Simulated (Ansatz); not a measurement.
# Nb2COF MXene monolayer in a perpendicular field, part 2 of 2

Aim: how the Nb2COF MXene monolayer screens a field along its normal, and what the field does to its bands. A positive field points along +c.

Ansatz 0.2.0; plane-wave DFT, PBE-D4, Ansatz PAW.

So far. Step 6 (Atoms held, field 0.5 V/Å): The dipole is 0.0769 e·Å, 0.129 e·Å from its value without field. Step 7 (Single point, field -0.3 V/Å): The dipole is -0.130 e·Å, -0.0776 e·Å from its value without field.

## (8) Response, atoms held (continued)

Local field over the applied field, running mean. From the potentials at -0.1 and 0.1 V/Å; running mean over 2.5 Å. The local field over applied field by z:

z (Å), local field over applied field and a bar:
```
     4.00      1.000 ##############################
     4.43      1.000 ##############################
     4.86      1.000 ##############################
     5.15      1.000 ##############################
     5.58      0.999 ##############################
     6.01      0.996 ##############################
     6.44      0.988 ##############################
     6.86      0.965 #############################
     7.15      0.932 ############################
     7.58      0.851 #########################
     8.01      0.743 ######################
     8.44      0.619 ##################
     8.87      0.489 ##############
     9.30      0.355 ##########
     9.58      0.273 ########
    10.01      0.176 #####
    10.44      0.104 ###
    10.87      0.056 #
    11.30      0.025 
    11.58      0.015 
    12.01      0.016 
    12.44      0.036 #
    12.87      0.083 ##
    13.30      0.158 ####
    13.59      0.230 #######
    14.01      0.363 ###########
    14.44      0.513 ###############
    14.87      0.663 ####################
    15.30      0.795 ########################
    15.73      0.899 ###########################
    16.02      0.944 ############################
    16.45      0.979 #############################
    16.87      0.993 ##############################
    17.30      0.997 ##############################
    17.73      0.999 ##############################
    18.02      1.000 ##############################
    18.45      1.000 ##############################
    18.88      1.000 ##############################
```

Electrons, planar mean, per unit field. Induced electron density against z:

```
z (Å)  induced electron density (e/Å³ per V/Å)
 4.00                                   8.0e-8
 4.43                                   2.1e-7
 4.86                                   6.7e-7
 5.15                                   1.4e-6
 5.58                                   4.2e-6
 6.01                                   1.4e-5
 6.44                                   4.3e-5
 6.86                                   1.4e-4
 7.15                                   2.8e-4
 7.58                                   8.1e-4
 8.01                                  0.00205
 8.44                                  0.00335
 8.87                                  0.00141
 9.30                                  0.00146
 9.58                                   4.3e-4
10.01                                  0.00133
10.44                                  0.00121
10.87                                   6.1e-4
11.30                                   2.4e-4
11.58                                  -2.9e-4
12.01                                  -5.6e-4
12.44                                  -1.5e-4
12.87                                  -3.5e-4
13.30                                  -4.7e-4
13.59                                 -0.00197
14.01                                 -0.00155
14.44                                 -0.00372
14.87                                 -0.00271
15.30                                 -0.00123
15.73                                  -4.8e-4
16.02                                  -2.4e-4
16.45                                  -8.3e-5
16.87                                  -2.7e-5
17.30                                  -9.0e-6
17.73                                  -3.0e-6
18.02                                  -1.4e-6
18.45                                  -4.3e-7
18.88                                  -1.8e-7
```

By hand: between -0.1 and 0.1 V/Å the dipole changes by 0.05171 e·Å, a slope of 0.2585 e·Å²/V. A perfect conductor of thickness t has p = ε₀AEt, so t = 180.95 × 0.2585 / 8.465 = 5.53 Å (e/ε₀ = 180.95 V·Å, A in Å²).

The induced dipole is that of a conductor 5.53 Å thick.

## (9) A changed input

This step: plane-wave DFT, PBE-D4, Ansatz PAW (Ansatz 0.2.0).

An input spoilt on purpose, to show how the run answers: it repeats the earlier run at 0.1 V/Å with accuracy to 2.5, and scf.max_iter set to 60.

input.yaml reads:

```yaml
crystal:
  lattice:
    - [3.1264501753, 0.0, 0.0]
    - [-1.5632250876, 2.7075852755, 0.0]
    - [0.0, 0.0, 22.8809764641]
  atoms:
    - { symbol: F, position: [0.3333333333, 0.6666666667, 0.3933398565] }
    - { symbol: Nb, position: [0.6666666667, 0.3333333333, 0.4553537355] }
    - { symbol: C, position: [0.0, 0.0, 0.5053355549] }
    - { symbol: Nb, position: [0.3333333333, 0.6666666667, 0.5598925555] }
    - { symbol: O, position: [0.6666666667, 0.3333333333, 0.6066601435] }
kpoints:
  mp_grid: { grid: [18, 18, 1] }
  band_path:
    path: [[0, 0, 0], [0.5, 0, 0], [0.33333333, 0.33333333, 0], [0, 0, 0]]
    npoints: 16
hamiltonian:
  xc: pbe
  dispersion: d4
scf:
  occupations: { method: fermi_dirac, width: 0.05 }
  convergence: { dr2_threshold: 1.0e-10 }
  max_iter: 60
efield:
  axis: 3
  dipole_correction: true
  ramp_position: 0.97
  ramp_width: 0.06
  amplitude: 0.1
output:
  write_potential: true
  write_density: true
  volumetric_format: npy
accuracy: 2.5
```

The run is started by

```console
> ansatz run input.yaml --threads 4 --pin off --max-ram 6144MiB --backend cpu --events-out ev --progress --plain --runs-dir out
```

Wall time 0.02 s (4 threads of Intel Xeon Platinum 8488C (Sapphire Rapids), shared host); peak memory 0.031 GiB.

The input was rejected at the start.

The program's message: “Error: YAML parse error: error: line 34 column 1: unknown variant `2.5`, expected one of low, medium, high”

The fault put into the input: a value of the wrong type.

## (10) The same run with other settings

Another changed input: it repeats the earlier run at 0.1 V/Å with efield.dipole_correction from true to false and efield.amplitude from 0.1 to -0.2.

Edit input.yaml of step 9 so:

```diff
@@ -22,9 +22,8 @@
   convergence: { dr2_threshold: 1.0e-10 }
-  max_iter: 60
 efield:
   axis: 3
-  dipole_correction: true
+  dipole_correction: false
   ramp_position: 0.97
   ramp_width: 0.06
-  amplitude: 0.1
+  amplitude: -0.2
 output:
@@ -33,2 +32 @@
   volumetric_format: npy
-accuracy: 2.5
```

It took 5.8 s on 4 threads; peak memory 0.62 GiB.

```
                     quantity  this run  earlier run  difference
dipole along the normal (e·Å)   -0.1373     -0.02651       -0.11
```

The applied field differs, and the slope found earlier predicts a dipole of -0.104 e·Å; this run gives -0.137 e·Å, 0.033 e·Å less.

With the dipole correction off, the periodic images add a field of their own to the typed one.

These numbers are not those of the isolated slab.

## (11) What came out

```json
{
 "gap without field": "none",
 "work function, upper face": "5.91 eV",
 "step between the vacuum levels": "1.12 eV",
 "equivalent conductor thickness, atoms held": "5.53 Å"
}
```

The induced dipole equals that of a perfect conductor 5.53 Å thick, while the outer atoms lie 4.88 Å apart. The two faces differ: the vacuum level above lies 1.12 eV higher than the one below. There is no gap over 0.03 eV, with or without the field. The first relaxation ran with spin and lost its moment, and the later runs have none; other magnetic states were not tried. Spin-orbit coupling is left out. The MXene's terminations sit over the metal atoms of its far layer; the site over carbon or nitrogen, which some compounds prefer, was not run.

[Logs are printed without paths, hosts, clocks, repeated set-up lines and the standing remarks that a program may print on its own settings, such as how far it seeks lower states.]

[Hosts, paths, dates, database ids (printed as entryN), source tags and the programs' standing remarks are cut or masked in the printed files.]

[Maps of the electrostatic potential energy from Ansatz leave out the sawtooth potential of an applied field or a dipole correction, so their vacuum need not be flat; planar profiles and work functions include it.]
